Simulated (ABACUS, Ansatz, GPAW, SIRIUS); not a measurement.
# The equilibrium volume of InAs, sorted by core time

**What was measured.** The equilibrium volume of InAs (F-43m) is reported as 27.8 Å³/atom at 298.15 K (a printed reference work). The runs below try to reproduce it.

Symmetry: F-43m, No. 216, cubic system. Conventional cell: a = 6.036 Å, b = 6.036 Å, c = 6.036 Å, α = 90.00°, β = 90.00°, γ = 90.00°. Around In (site symmetry -43m) lie 4 As at 2.61 Å. As (site symmetry -43m) is surrounded by 4 In at 2.61 Å.

| rung | level | program and potentials | cutoff (eV) | k mesh | smearing | task | core time | chip | equilibrium volume (Å³/atom) | miss | notes |
| --- | --- | --- | --- | --- | --- | --- | --- | --- | --- | --- | --- |
| GGA | PBEsol | GPAW, PAW data sets generated for this functional | 600 | 6 × 6 × 6 | fermi-dirac 0.05 | equation of state | 35 s | Intel Xeon 6975P-C Granite Rapids | 28.15 | +1.3 % | - |
| GGA | WC | GPAW, PAW data sets generated for this functional | 600 | 6 × 6 × 6 | fermi-dirac 0.05 | equation of state | 36 s | Intel Xeon 6975P-C Granite Rapids | 28.17 | +1.3 % | - |
| non-local van der Waals functional | C09-vdW | GPAW, GPAW PAW data sets (gpaw-data 1.2.1) | 600 | 6 × 6 × 6 | fermi-dirac 0.05 | equation of state | 38 s | Intel Xeon 6975P-C Granite Rapids | 28.52 | +2.6 % | potentials made for PBE |
| GGA | PBE | Ansatz, all-electron LAPW, scalar-relativistic | - | 8 × 8 × 8 | fermi-dirac 0.05 | relaxation of cell and atoms | 53 s | Arm Neoverse V1 | 29.61 | +6.5 % | - |
| GGA + dispersion | PBEsol+D3(BJ) | GPAW, PAW data sets generated for this functional | 600 | 6 × 6 × 6 | fermi-dirac 0.05 | equation of state | 84 s | Intel Xeon Platinum 8488C Sapphire Rapids | 27.30 | -1.8 % | - |
| GGA | PBEsol | ABACUS, PseudoDojo NC SR 0.4.1 PBEsol standard, plane waves | 1143 | 8 × 8 × 8 | fermi-dirac 0.05 | equation of state | 4.5 min | Intel Xeon 6975P-C Granite Rapids | 28.25 | +1.6 % | - |
| GGA | PBEsol | SIRIUS, all-electron FP-LAPW, apw+lo standard | - | 8 × 8 × 8 | fermi-dirac 0.05 | equation of state | 8.8 min | Arm Neoverse V1 | 28.19 | +1.4 % | - |

Times are single runs on shared hosts and different chips, so they are rough; meshes, cutoffs and the tasks' sizes weigh on the time. All rows: no spin polarisation. Smearing widths are in eV. For a metal such meshes aren't converged. Meshes differ between rows, which moves values too. Meshes are those of the run's cell of 2 atoms unless a note names another. Relaxations start from the cell shown or near it and stop with a little pressure left. The cell shown, of 27.49 Å³ an atom, is the runs' start and not the measured value. Misses use the values as printed. Runs on faulty files, with rough fits or with known faults for this quantity aren't shown. No row holds spin-orbit coupling.

By rung: GGA 28.15 to 29.61; GGA + dispersion 27.30; non-local van der Waals functional 28.52 (Å³/atom). Measured: 27.8 Å³/atom at 298.15 K (a printed reference work). Closest is PBEsol with GPAW, PAW data sets generated for this functional (+1.3 %), and PBE misses by +6.5 % on plain settings. The runs are for a static lattice, while measurements hold temperature and zero-point motion.
